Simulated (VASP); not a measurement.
# Si (P6_3/mmc) in VASP: further runs

One crystal, Si, is run at these levels: PBE; tasks: relaxation of cell and atoms.

Program: VASP 6.6.1. These are calculated values, not measurements. Logs are shortened: lines on timing, memory, paths and dates and some standing lists are left out, and cuts for length are marked.

## Step 1: The crystal as given

It takes space group P6_3/mmc (No. 194, hexagonal). Conventional cell: a = 3.831 Å, b = 3.831 Å, c = 6.333 Å, α = 90.00°, β = 90.00°, γ = 120.00°. Around Si (site symmetry 3m) lie 4 Si at 2.35 to 2.37 Å.

This isn't the form of Si at room conditions, which is diamond.

## Step 2: Relaxation of cell and atoms, PBE

Input file INCAR:

```
SYSTEM = Si
PREC = Accurate
ENCUT = 600
EDIFF = 1E-6
ISMEAR = 0
SIGMA = 0.03
LREAL = .FALSE.
LASPH = .TRUE.
NELM = 80
ALGO = Normal
ISIF = 3
LWAVE = .FALSE.
LCHARG = .FALSE.
GGA = PE
IBRION = 2
NSW = 90
EDIFFG = -0.01
KPAR = 2
```

Input file KPOINTS:

```
Automatic mesh
0
G
  9 9 4
  0 0 0
```

Input file POSCAR:

```
Si
1.0
    3.8313174605      0.0000000000      0.0000000000
   -1.9156587303      3.3180182508      0.0000000000
    0.0000000000      0.0000000000      6.3326220002
Si
4
Direct
    0.3333333300      0.6666666700      0.0630095000
    0.6666666700      0.3333333300      0.5630095000
    0.3333333300      0.6666666700      0.4369905000
    0.6666666700      0.3333333300      0.9369905000
```

Potentials or basis: VASP PAW PBE potentials, release 64 (Si).

On the command line:

```sh
$ cat potpaw_PBE.64/Si/POTCAR > POTCAR
$ mpirun -np 2 vasp_std > vasp.out
```

OUTCAR:

```text
SYSTEM = Si
   PREC = Accurate
   ENCUT = 600
   EDIFF = 1E-6
   ISMEAR = 0
   LREAL = .FALSE.
   LASPH = .TRUE.
   NELM = 80
   ISIF = 3
   GGA = PE
   IBRION = 2
   NSW = 90
   EDIFFG = -0.01

 ion  position               nearest neighbor table
   1  0.333  0.667  0.063-   4 2.35   4 2.35   4 2.35   3 2.37
   2  0.667  0.333  0.563-   3 2.35   3 2.35   3 2.35   4 2.37
   3  0.333  0.667  0.437-   2 2.35   2 2.35   2 2.35   1 2.37
   4  0.667  0.333  0.937-   1 2.35   1 2.35   1 2.35   2 2.37

  LATTYP: Found a hexagonal cell.
 ALAT       =     3.8313174605
 C/A-ratio  =     1.6528575524

  Lattice vectors:

 A1 = (   3.8313174605,   0.0000000000,   0.0000000000)
 A2 = (  -1.9156587303,   3.3180182508,   0.0000000000)
 A3 = (   0.0000000000,   0.0000000000,   6.3326220002)

Analysis of symmetry for initial positions (statically):
=====================================================================
 Subroutine PRICEL returns:
 Original cell was already a primitive cell.

 Routine SETGRP: Setting up the symmetry group for a
 hexagonal supercell.

 Subroutine GETGRP returns: Found 24 space group operations
 (whereof 12 operations were pure point group operations)
 out of a pool of 24 trial point group operations.

The static configuration has the point symmetry D_3d.
 The point group associated with its full space group is D_6h.

Analysis of symmetry for dynamics (positions and initial velocities):
=====================================================================
 Subroutine PRICEL returns:
 Original cell was already a primitive cell.

 Routine SETGRP: Setting up the symmetry group for a
 hexagonal supercell.

 Subroutine GETGRP returns: Found 24 space group operations
 (whereof 12 operations were pure point group operations)
 out of a pool of 24 trial point group operations.

The dynamic configuration has the point symmetry D_3d.
 The point group associated with its full space group is D_6h.

 Subroutine INISYM returns: Found 24 space group operations
 (whereof 12 operations are pure point group operations),
 and found     1 'primitive' translations

----------------------------------------------------------------------------------------

                                     Primitive cell

  volume of cell :      80.5027

  direct lattice vectors                    reciprocal lattice vectors
     3.831317461  0.000000000  0.000000000     0.261006823  0.150692360  0.000000000
    -1.915658730  3.318018251  0.000000000     0.000000000  0.301384720  0.000000000
     0.000000000  0.000000000  6.332622000     0.000000000  0.000000000  0.157912473

  length of vectors
     3.831317461  3.831317461  6.332622000     0.301384720  0.301384720  0.157912473

  position of ions in fractional coordinates (direct lattice)
     0.333333330  0.666666670  0.063009500
     0.666666670  0.333333330  0.563009500
     0.333333330  0.666666670  0.436990500
     0.666666670  0.333333330  0.936990500

  ion indices of the primitive-cell ions
   primitive index   ion index
                 1           1
                 2           2
                 3           3
                 4           4

----------------------------------------------------------------------------------------

 KPOINTS: Automatic mesh

Automatic generation of k-mesh.
 Grid dimensions read from file:
 generate k-points for:    9    9    4

 Generating k-lattice:

  Cartesian coordinates                     Fractional coordinates (reciprocal lattice)
     0.029000758  0.016743596  0.000000000     0.111111111  0.000000000  0.000000000
     0.000000000  0.033487191  0.000000000     0.000000000  0.111111111  0.000000000
     0.000000000  0.000000000  0.039478118     0.000000000  0.000000000  0.250000000

  Length of vectors
     0.033487191  0.033487191  0.039478118

  Shift w.r.t. Gamma in fractional coordinates (k-lattice)
     0.000000000  0.000000000  0.000000000

 Subroutine IBZKPT returns following result:
 ===========================================

 Found     36 irreducible k-points:

 Following reciprocal coordinates:
            Coordinates               Weight
  0.000000  0.000000  0.000000      1.000000
  0.111111  0.000000  0.000000      6.000000
  0.222222  0.000000  0.000000      6.000000
  0.333333  0.000000  0.000000      6.000000
  0.444444  0.000000  0.000000      6.000000
  0.111111  0.111111  0.000000      6.000000
[... 16 lines left out ...]
  0.333333  0.222222  0.250000     24.000000
  0.333333  0.333333  0.250000      4.000000
 [... further k-points ...]
   k-points           NKPTS =     36   k-points in BZ     NKDIM =     36   number of bands    NBANDS=     12
   number of dos      NEDOS =    301   number of ions     NIONS =      4
   total plane-waves  NPLWV =  55296
   dimension x,y,z NGX =    32 NGY =   32 NGZ =   54
   dimension x,y,z NGXF=    64 NGYF=   64 NGZF=  108
   ions per type =               4
   NGX,Y,Z   is equivalent  to a cutoff of  13.89, 13.89, 14.18 a.u.
   NGXF,Y,Z  is equivalent  to a cutoff of  27.77, 27.77, 28.35 a.u.
 SYSTEM =  Si
   PREC   = accura    normal or accurate (medium, high low for compatibility)
   ISTART =      0    job   : 0-new  1-cont  2-samecut
   ICHARG =      2    charge: 1-file 2-atom 10-const
   ISPIN  =      1    spin polarized calculation?
   LNONCOLLINEAR =      F non collinear calculations
   LSORBIT =      F    spin-orbit coupling
   LASPH  =      T    aspherical Exc in radial PAW
   ENCUT  =  600.0 eV  44.10 Ry    6.64 a.u.   7.65  7.65 12.65*2*pi/ulx,y,z
   NELM   =     80;   NELMIN=  2; NELMDL= -5     # of ELM steps
   EDIFF  = 0.1E-05   stopping-criterion for ELM
   LREAL  =      F    real-space projection
   EDIFFG = -.1E-01   stopping-criterion for IOM
   NSW    =     90    number of steps for IOM
   IBRION =      2    ionic relax: 0-MD 1-quasi-New 2-CG
   NFREE  =      1    steps in history (QN), initial steepest desc. (CG)
   ISIF   =      3    stress and relaxation
   ISYM   =      2    0-nonsym 1-usesym 2-fastsym
   POTIM  = 0.5000    time-step for ionic-motion
   TEBEG  =    0.0;   TEEND  =   0.0 temperature during run
   PSTRESS=    0.0 pullay stress
   NELECT =      16.0000    total number of electrons
   NUPDOWN=      -1.0000    fix difference up-down
   EMIN   =  10.00;   EMAX   =-10.00  energy-range for DOS
   EFERMI =   0.00;   METHOD = LEGACY
   ISMEAR =     0;   SIGMA  =   0.03  broadening in eV -4-tet -1-fermi 0-gaus
   EFERMI_NEDOS =   21; number of points for ismear=-14 and -15
   IALGO  =     38    algorithm
   IMIX   =      4    mixing-type and parameters
     AMIX     =   0.40;   BMIX     =  1.00
     AMIX_MAG =   1.60;   BMIX_MAG =  1.00
  volume/ion in A,a.u.               =      20.13       135.81
  Fermi-wavevector in a.u.,A,eV,Ry     =   0.955384  1.805414 12.418837  0.912759
  Thomas-Fermi vector in A             =   2.084217
   LORBIT       =      0    0 simple, 1 ext, 2 COOP (PROOUT), +10 PAW based schemes
   GGA     = PE    functional components
   LHFCALC =     F    Hartree Fock is set to
   AEXX    =    0.0000 exact exchange contribution
   IVDW    =     0    specifies the selected vdW correction
   LEPSILON=     F    determine dielectric tensor
   LRPA    =     F    only Hartree local field effects (RPA)
 conjugate gradient relaxation of ions
 non-spin polarized calculation
 Gauss-broadening in eV      SIGMA  =   0.03
  energy-cutoff  :      600.00
  volume of cell :       80.50
 maximum number of plane-waves:      2738
 NGX is ok and might be reduce to    32
   NGX = 15   NGY = 15   NGZ = 25

--------------------------------------- Ionic step        1  -------------------------------------------

 number of electron      16.0000000 magnetization

 Free energy of the ion-electron system (eV)
  ---------------------------------------------------
  ext. energy  EPLUGINS =         0.00000000
  ---------------------------------------------------
  free energy    TOTEN  =       -21.64992346 eV

  energy without entropy =      -21.64992346  energy(sigma->0) =      -21.64992346

------------------------ aborting loop because EDIFF is reached ----------------------------------------

  FORCE on cell =-STRESS in cart. coord.  units (eV):
  Direction    XX          YY          ZZ          XY          YZ          ZX
  --------------------------------------------------------------------------------------
  -------------------------------------------------------------------------------------
  Total        0.6838512      0.6838512      0.6872859     -0.0000000      0.0000000      0.0000000
  in kB       13.6101131     13.6101131     13.6784711     -0.0000000      0.0000000      0.0000000
  external PRESSURE =      13.6328991 kB  Pullay stress =       0.0000000 kB
[... 61 lines left out ...]
  energy  without entropy=      -21.6527061014  energy(sigma->0) =      -21.65270610

--------------------------------------- Ionic step        3  -------------------------------------------

 number of electron      16.0000000 magnetization

 Free energy of the ion-electron system (eV)
  ---------------------------------------------------
  ext. energy  EPLUGINS =         0.00000000
  ---------------------------------------------------
  free energy    TOTEN  =       -21.65492309 eV

  energy without entropy =      -21.65492309  energy(sigma->0) =      -21.65492309

 E-fermi :   5.9962     XC(G=0):  -9.3264

 val. band max:        5.8724286516   @ k =   0.0000   0.0000   0.0000
 cond. band min:       6.3609682985   @ k =   0.4444   0.0000   0.0000
 fundamental gap:      0.4885396469
 Fermi energy:         5.9961673562

 k-point     1 :       0.0000    0.0000    0.0000
  band No.  band energies     occupation
      1      -6.2096      2.00000
      2      -3.9631      2.00000
      3      -1.2615      2.00000
      4       4.3787      2.00000
      5       4.3787      2.00000
      6       5.5319      2.00000
      7       5.8724      2.00000
      8       5.8724      2.00000
      9       6.8688      0.00000
     10       7.8876      0.00000
     11       7.8876      0.00000
     12       8.1911      0.00000
[... 331 lines left out ...]
 k-point    24 :       0.3333    0.3333    0.2500
  band No.  band energies     occupation
      1      -2.9825      2.00000
      2      -2.9825      2.00000
      3      -1.0947      2.00000
      4      -1.0947      2.00000
      5       0.9632      2.00000
      6       2.1834      2.00000
      7       3.0726      2.00000
      8       3.0726      2.00000
      9       7.5954      0.00000
     10       8.7781      0.00000
     11       8.7781      0.00000
     12      11.2414      0.00000

 [... further k-points ...]

------------------------ aborting loop because EDIFF is reached ----------------------------------------

  FORCE on cell =-STRESS in cart. coord.  units (eV):
  Direction    XX          YY          ZZ          XY          YZ          ZX
  --------------------------------------------------------------------------------------
  -------------------------------------------------------------------------------------
  Total        0.0096442      0.0096442     -0.0114744     -0.0000000      0.0000000      0.0000000
  in kB        0.1891322      0.1891322     -0.2250241     -0.0000000      0.0000000      0.0000000
  external PRESSURE =       0.0510801 kB  Pullay stress =       0.0000000 kB
[... 19 lines left out ...]
  FREE ENERGIE OF THE ION-ELECTRON SYSTEM (eV)
  ---------------------------------------------------
  free  energy   TOTEN  =       -21.6549230864 eV

  energy  without entropy=      -21.6549230864  energy(sigma->0) =      -21.65492309

 reached required accuracy - stopping structural energy minimisation
```

Run time: 27 s. Hardware: 2 MPI ranks of Intel Xeon 6975P-C (Granite Rapids), shared host; peak memory 0.22 GiB.

What came out:

```yaml
Free_energy: -21.6549 eV
Relaxed_volume: 20.42 Å³/atom
Relaxed_cell: a = 3.850 Å, b = 3.850 Å, c = 6.364 Å, α = 90.00°, β = 90.00°, γ = 120.00°
Space_group_after_relaxing_to_0.05_Å: P6_3/mmc (No. 194)
Energy_gained_by_relaxing: 1.2 meV/atom
Ionic_steps: 3
Pressure_after_relaxing: 0.0 GPa
Largest_force_after_relaxing: 0.007 eV/Å
Band_gap_on_the_k_mesh: 0.49 eV, indirect (least direct gap 1.00 eV)
```

Forces on the atoms (eV/Å):
```
Si   0.000  0.000 -0.007
Si   0.000  0.000 -0.007
Si   0.000  0.000  0.007
Si   0.000  0.000  0.007
```

Step by step:
| step | energy change (eV) | largest force (eV/Å) | pressure (GPa) | volume (Å³) |
| --- | --- | --- | --- | --- |
| 1 | 0.0000 | 0.0070 | 1.36 | 80.50 |
| 2 | -0.0028 | 0.0075 | -0.86 | 82.51 |
| 3 | -0.0050 | 0.0073 | 0.01 | 81.70 |

Final structure:
```
Si
1.0
     3.85015    0.00000    0.00000
    -1.92508    3.33433    0.00000
     0.00000    0.00000    6.36391
Si
4
Cartesian
  0.0000 2.2229 0.4008
  1.9251 1.1114 3.5827
  0.0000 2.2229 2.7812
  1.9251 1.1114 5.9631
```

Levels at points of the mesh, in eV from the valence-band top:
| k point | band 5 | band 6 | band 7 | band 8 | band 9 | band 10 | band 11 | band 12 |
| --- | --- | --- | --- | --- | --- | --- | --- | --- |
| (0.00, 0.00, 0.00) | -1.49 | -0.34 | 0.00 | 0.00 | 1.00 | 2.02 | 2.02 | 2.32 |
| (0.00, 0.00, 0.50) | -0.91 | -0.91 | -0.91 | -0.91 | 1.77 | 1.77 | 2.98 | 2.98 |

Caveat: an odd mesh through Γ misses points on the zone boundary, where band edges often lie.

## Step 3: Relaxation of cell and atoms, PBE

This run uses another cell than the first one, of 20.42 Å³/atom, 1.015 times its volume.

Edit INCAR of step 2 so:

```diff
@@ -3,3 +3,3 @@
 ENCUT = 600
-EDIFF = 1E-6
+EDIFF = 1E-7
 ISMEAR = 0
@@ -16,3 +16,3 @@
 NSW = 90
-EDIFFG = -0.01
+EDIFFG = -0.005
 KPAR = 2
```

KPOINTS is that of step 2.

Input file POSCAR:

```
Si                                      
1.0
    3.8501511974     -0.0000000000      0.0000000000
   -1.9250755988      3.3343287454     -0.0000000000
   -0.0000000000      0.0000000000      6.3639078351
  Si            
     4
Direct
     0.3333333300000021    0.6666666699999979    0.0629776116996064
     0.6666666699999979    0.3333333300000021    0.5629776116996065
     0.3333333300000021    0.6666666699999979    0.4370223883003936
     0.6666666699999979    0.3333333300000021    0.9370223883003935
```

Potentials or basis: VASP PAW PBE potentials, release 64 (Si).

On the command line:

```sh
$ cat potpaw_PBE.64/Si/POTCAR > POTCAR
$ mpirun -np 2 vasp_std > vasp.out
```

OUTCAR:

```text
SYSTEM = Si
   PREC = Accurate
   ENCUT = 600
   EDIFF = 1E-7
   ISMEAR = 0
   LREAL = .FALSE.
   LASPH = .TRUE.
   NELM = 80
   ISIF = 3
   GGA = PE
   IBRION = 2
   NSW = 90
   EDIFFG = -0.005

 ion  position               nearest neighbor table
   1  0.333  0.667  0.063-   4 2.36   4 2.36   4 2.36   3 2.38
   2  0.667  0.333  0.563-   3 2.36   3 2.36   3 2.36   4 2.38
   3  0.333  0.667  0.437-   2 2.36   2 2.36   2 2.36   1 2.38
   4  0.667  0.333  0.937-   1 2.36   1 2.36   1 2.36   2 2.38

  LATTYP: Found a hexagonal cell.
 ALAT       =     3.8501511974
 C/A-ratio  =     1.6528981613

  Lattice vectors:

 A1 = (   3.8501511974,   0.0000000000,   0.0000000000)
 A2 = (  -1.9250755988,   3.3343287454,   0.0000000000)
 A3 = (   0.0000000000,   0.0000000000,   6.3639078351)

Analysis of symmetry for initial positions (statically):
=====================================================================
 Subroutine PRICEL returns:
 Original cell was already a primitive cell.

 Routine SETGRP: Setting up the symmetry group for a
 hexagonal supercell.

[... 242 lines left out ...]
     10       7.8857      0.00000
     11       7.8857      0.00000
     12       8.1924      0.00000
[... 331 lines left out ...]
 k-point    24 :       0.3333    0.3333    0.2500
  band No.  band energies     occupation
      1      -2.9835      2.00000
      2      -2.9835      2.00000
      3      -1.0964      2.00000
      4      -1.0964      2.00000
      5       0.9619      2.00000
      6       2.1822      2.00000
      7       3.0732      2.00000
      8       3.0732      2.00000
      9       7.5968      0.00000
     10       8.7788      0.00000
     11       8.7788      0.00000
     12      11.2389      0.00000

 [... further k-points ...]

------------------------ aborting loop because EDIFF is reached ----------------------------------------

  FORCE on cell =-STRESS in cart. coord.  units (eV):
  Direction    XX          YY          ZZ          XY          YZ          ZX
  --------------------------------------------------------------------------------------
  -------------------------------------------------------------------------------------
  Total        0.0034851      0.0034851     -0.0110498     -0.0000000      0.0000000      0.0000000
  in kB        0.0683377      0.0683377     -0.2166716     -0.0000000      0.0000000      0.0000000
  external PRESSURE =      -0.0266654 kB  Pullay stress =       0.0000000 kB

 VOLUME and BASIS-vectors are now :
 -----------------------------------------------------------------------------
  energy-cutoff  :      600.00
  volume of cell :       81.71
      direct lattice vectors                 reciprocal lattice vectors
     3.850628480 -0.000000000  0.000000000     0.259697866  0.149936633 -0.000000000
    -1.925314240  3.334742084  0.000000000     0.000000000  0.299873266 -0.000000000
     0.000000000  0.000000000  6.363085235    -0.000000000 -0.000000000  0.157156468

 POSITION                                       TOTAL-FORCE (eV/Angst)
 -----------------------------------------------------------------------------------
     -0.00000      2.22316      0.40038        -0.000000     -0.000000     -0.000884
      1.92531      1.11158      3.58192         0.000000     -0.000000     -0.000884
     -0.00000      2.22316      2.78116        -0.000000      0.000000      0.000884
      1.92531      1.11158      5.96270         0.000000      0.000000      0.000884
 -----------------------------------------------------------------------------------
    total drift:                               -0.000001      0.000001     -0.000000

  FREE ENERGIE OF THE ION-ELECTRON SYSTEM (eV)
  ---------------------------------------------------
  free  energy   TOTEN  =       -21.6549799094 eV

  energy  without entropy=      -21.6549799094  energy(sigma->0) =      -21.65497991

 reached required accuracy - stopping structural energy minimisation
```

Run time: 21 s. Hardware: 2 MPI ranks of Intel Xeon 6975P-C (Granite Rapids), shared host; peak memory 0.22 GiB.

What came out:

* Free energy: -21.6550 eV
* Relaxed volume: 20.43 Å³/atom
* Relaxed cell: a = 3.851 Å, b = 3.851 Å, c = 6.363 Å, α = 90.00°, β = 90.00°, γ = 120.00°
* Space group after relaxing (to 0.05 Å): P6_3/mmc (No. 194)
* Energy gained by relaxing: 0.0 meV/atom
* Ionic steps: 2
* Pressure after relaxing: 0.0 GPa
* Band gap on the k mesh: 0.49 eV, indirect (least direct gap 0.99 eV)

Final structure:
```xyz
4
Lattice="3.8506 0.0000 0.0000 -1.9253 3.3347 0.0000 0.0000 0.0000 6.3631" Properties=species:S:1:pos:R:3 pbc="T T T"
Si    0.0000    2.2232    0.4004
Si    1.9253    1.1116    3.5819
Si    0.0000    2.2232    2.7812
Si    1.9253    1.1116    5.9627
```

Levels at points of the mesh, in eV from the valence-band top:
| k point | band 5 | band 6 | band 7 | band 8 | band 9 | band 10 | band 11 | band 12 |
| --- | --- | --- | --- | --- | --- | --- | --- | --- |
| (0.00, 0.00, 0.00) | -1.49 | -0.33 | 0.00 | 0.00 | 0.99 | 2.02 | 2.02 | 2.32 |
| (0.00, 0.00, 0.50) | -0.91 | -0.91 | -0.91 | -0.91 | 1.77 | 1.77 | 2.99 | 2.99 |

Caveat: an odd mesh through Γ misses points on the zone boundary, where band edges often lie.
